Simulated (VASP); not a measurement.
Wanted: the native input for a VASP 6.6.1 run.

- Task: relaxation of cell and atoms
- Functional: LDA
- Potentials or basis: VASP PAW LDA potentials, release 64 (Cd, Te)
- Cutoff: 600 eV
- k mesh: 8 × 8 × 8
- Occupations: gaussian, width 0.03 eV
- Spin: no spin polarisation
- Further INCAR settings: ALGO = Normal; EDIFF = 1e-07; IBRION = 2; EDIFFG = -0.005; NSW = 90; ISIF = 3

The structure of CdTe lies in POSCAR:

```
CdTe                                    
1.0
    0.0000000000      3.2114991918      3.2114991918
    3.2114991918     -0.0000000000      3.2114991918
    3.2114991918      3.2114991918      0.0000000000
  Cd              Te            
     1     1
Direct
     1.0000000000000000    1.0000000000000000    1.0000000000000000
     0.2500000000000000    0.2500000000000000    0.2500000000000000
```

One way to write it, as run:

INCAR

```
SYSTEM = CdTe
PREC = Accurate
ENCUT = 600
EDIFF = 1E-7
ISMEAR = 0
SIGMA = 0.03
LREAL = .FALSE.
LASPH = .TRUE.
NELM = 80
ALGO = Normal
ISIF = 3
LWAVE = .FALSE.
LCHARG = .FALSE.
IBRION = 2
NSW = 90
EDIFFG = -0.005
```

KPOINTS

```
regular mesh
0
G
  8 8 8
  0 0 0
```

Potentials or basis: VASP PAW LDA potentials, release 64 (Cd, Te).

Run with:

```sh
$ cat potpaw_LDA.64/Cd/POTCAR potpaw_LDA.64/Te/POTCAR > POTCAR
$ mpirun -np 1 vasp_std > vasp.out
```

It gave:

```
Relaxed volume                         : 33.07 Å³/atom
Relaxed cell                           : a = 4.539 Å, b = 4.539 Å, c = 4.539 Å, α = 60.00°, β = 60.00°, γ = 60.00°
Space group after relaxing (to 0.05 Å) : F-43m (No. 216)
Energy gained by relaxing              : 0.0 meV/atom
Ionic steps                            : 3
Pressure after relaxing                : 0.0 GPa
Band gap on the k mesh                 : 0.64 eV, direct
```

Caveat: spin-orbit coupling is left out, which moves the levels of the heavy elements.

It took 26 s on 1 thread of Intel(R) Xeon(R) Platinum 8488C (Sapphire Rapids), with other jobs on the host, peak memory 0.2 GiB.
